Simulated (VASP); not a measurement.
# KBr: convergence, band structure

KBr, Fm-3m (no. 225), 2 atoms in the cell. SCAN; PAW potentials Br, K_sv (PBE set). VASP 6.6.1.

Wanted: band energies at the path's corners within 0.02 eV; smallest gap over path and mesh within 0.01 eV.

What the run is for: bands; Accuracy asked: standard; Route: KPOINTS_OPT.

Band energies at the path's corners: counted from the valence top.

POSCAR:
```
KBr
1.0
    0.0000000000      3.3000000000      3.3000000000
    3.3000000000      0.0000000000      3.3000000000
    3.3000000000      3.3000000000      0.0000000000
Br K
1 1
Direct
    0.5000000000      0.5000000000      0.5000000000
    0.0000000000      0.0000000000      0.0000000000
```

The series start from Plane-wave cutoff (eV): 300; k-point mesh: 5 × 5 × 5; k points a path segment: 12; Electronic threshold (eV): 1e-6; Precision mode (PREC): Accurate; Bands in all (NBANDS): 20; Aspherical gradient terms in the spheres (LASPH): yes. Each series keeps the choices made before it, and each single choice may use up half of a tolerance.

## Plane-wave cutoff (eV)

| Plane-wave cutoff (eV) | Band energies at the path's corners, largest deviation (eV) | Smallest gap over path and mesh (eV) | Time (s) |
|---|---|---|---|
| 210 | 0.059 | 5.040 | 73 |
| 260 | 0.008 | 5.029 | 164 |
| 300 | 0.005 | 5.028 | 182 |
| 340 | 0.003 | 5.027 | 168 |
| 420 | 0.001 | 5.027 | 201 |
| 520 (reference) | 0.000 | 5.026 | 370 |

Chosen: 260, the loosest value from which every tighter one stays within half of the tolerance.

## k-point mesh

| k-point mesh | Band energies at the path's corners, largest deviation (eV) | Smallest gap over path and mesh (eV) | Time (s) |
|---|---|---|---|
| 2 × 2 × 2 | 0.058 | 4.988 | 146 |
| 3 × 3 × 3 | 0.004 | 5.026 | 131 |
| 4 × 4 × 4 | 0.000 | 5.029 | 165 |
| 5 × 5 × 5 | 0.000 | 5.029 | 164 |
| 6 × 6 × 6 | 0.000 | 5.029 | 180 |
| 7 × 7 × 7 (reference) | 0.000 | 5.029 | 185 |

Chosen: 3 × 3 × 3.

## Electronic threshold (eV)

| Electronic threshold (eV) | Band energies at the path's corners, largest deviation (eV) | Smallest gap over path and mesh (eV) | Time (s) |
|---|---|---|---|
| 0.001 | 0.003 | 5.025 | 62 |
| 0.0001 | 0.006 | 5.020 | 70 |
| 1e-5 | 0.000 | 5.026 | 65 |
| 1e-6 | 0.000 | 5.026 | 70 |
| 1e-7 (reference) | 0.000 | 5.026 | 106 |

Chosen: 1e-5.

## Precision mode (PREC)

| Precision mode (PREC) | Band energies at the path's corners, largest deviation (eV) | Smallest gap over path and mesh (eV) | Time (s) |
|---|---|---|---|
| SingleN | 0.047 | 5.062 | 41 |
| Normal | 0.007 | 5.021 | 38 |
| Accurate (reference) | 0.000 | 5.026 | 65 |

Chosen: Normal.

## Bands in all (NBANDS)

| Bands in all (NBANDS) | Band energies at the path's corners, largest deviation (eV) | Smallest gap over path and mesh (eV) | Time (s) |
|---|---|---|---|
| 10 | 0.010 | 5.021 | 26 |
| 11 | 0.009 | 5.021 | 25 |
| 12 | 0.000 | 5.021 | 24 |
| 14 | 0.000 | 5.021 | 27 |
| 20 | 0.000 | 5.021 | 38 |
| 30 (reference) | 0.000 | 5.021 | 40 |

Chosen: 10.

## Aspherical gradient terms in the spheres (LASPH)

| Aspherical gradient terms in the spheres (LASPH) | Band energies at the path's corners, largest deviation (eV) | Smallest gap over path and mesh (eV) | Time (s) |
|---|---|---|---|
| yes | 0.000 | 5.021 | 26 |
| no | 0.000 | 5.021 | 14 |

Chosen: no, the fastest of those that stay within half of the tolerance.

Also changed on the way, by series that aren't shown: k points a path segment: 5.

## All choices together

| Input | Band energies at the path's corners, largest deviation (eV) | Smallest gap over path and mesh (eV) | Time (s) |
|---|---|---|---|
| the program's defaults (naive) | 0.007 | 5.017 | 35 |
| chosen settings | 0.012 | 5.021 | 14 |
| reference settings throughout | 0.000 | 5.026 | 1168 |

The tolerance is met.

## The input

INCAR:
```
SYSTEM = KBr
ALGO     = Normal         ! electronic algorithm
EDIFF    = 1E-5           ! SCF threshold, eV
EFERMI   = MIDGAP       
ENCUT    = 260            ! plane-wave cutoff, eV
GGA_COMPAT= .False.      
ISMEAR   = 0              ! smearing method
LASPH    = .False.        ! aspherical terms in the spheres
LCHARG   = .False.        ! write CHGCAR
LMIXTAU  = .True.       
LREAL    = .False.        ! projectors in reciprocal space
LWAVE    = .False.        ! write WAVECAR
METAGGA  = SCAN           ! meta-GGA
NBANDS   = 10             ! bands
NELM     = 120            ! most SCF steps
PREC     = Normal         ! precision mode
SIGMA    = 0.03           ! smearing width, eV
```

KPOINTS:
```
Automatic mesh
0
Gamma
  3 3 3
  0 0 0
```

KPOINTS_OPT:
```
path GXWKGLUWLK,UX
5
line-mode
reciprocal
 0.0000000000  0.0000000000  0.0000000000  G
 0.5000000000  0.0000000000  0.5000000000  X

 0.5000000000  0.0000000000  0.5000000000  X
 0.5000000000  0.2500000000  0.7500000000  W

 0.5000000000  0.2500000000  0.7500000000  W
 0.3750000000  0.3750000000  0.7500000000  K

 0.3750000000  0.3750000000  0.7500000000  K
 0.0000000000  0.0000000000  0.0000000000  G

 0.0000000000  0.0000000000  0.0000000000  G
 0.5000000000  0.5000000000  0.5000000000  L

 0.5000000000  0.5000000000  0.5000000000  L
 0.6250000000  0.2500000000  0.6250000000  U

 0.6250000000  0.2500000000  0.6250000000  U
 0.5000000000  0.2500000000  0.7500000000  W

 0.5000000000  0.2500000000  0.7500000000  W
 0.5000000000  0.5000000000  0.5000000000  L

 0.5000000000  0.5000000000  0.5000000000  L
 0.3750000000  0.3750000000  0.7500000000  K

 0.6250000000  0.2500000000  0.6250000000  U
 0.5000000000  0.0000000000  0.5000000000  X
```

Commands:
```
cat potpaw_PBE.64/Br/POTCAR potpaw_PBE.64/K_sv/POTCAR > POTCAR
mpirun -np 1 vasp_std > vasp.out
```

The naive input happens to agree within the tolerance here, in 35 s.

Limits: SCAN gaps are mostly well below measured ones.

The chosen input took VASP 6.6.1 14 s on 1 core (Intel Xeon 6975P-C (Granite Rapids)), a shared host.

## An input that fails: fixed density asked without a density file

VASP's message: ERROR: charge density could not be read from file CHGCAR for ICHARG>10.

Changes against the starting input:
```
- NELM = 120
+ NELM = 52
+ ICHARG = 11
```
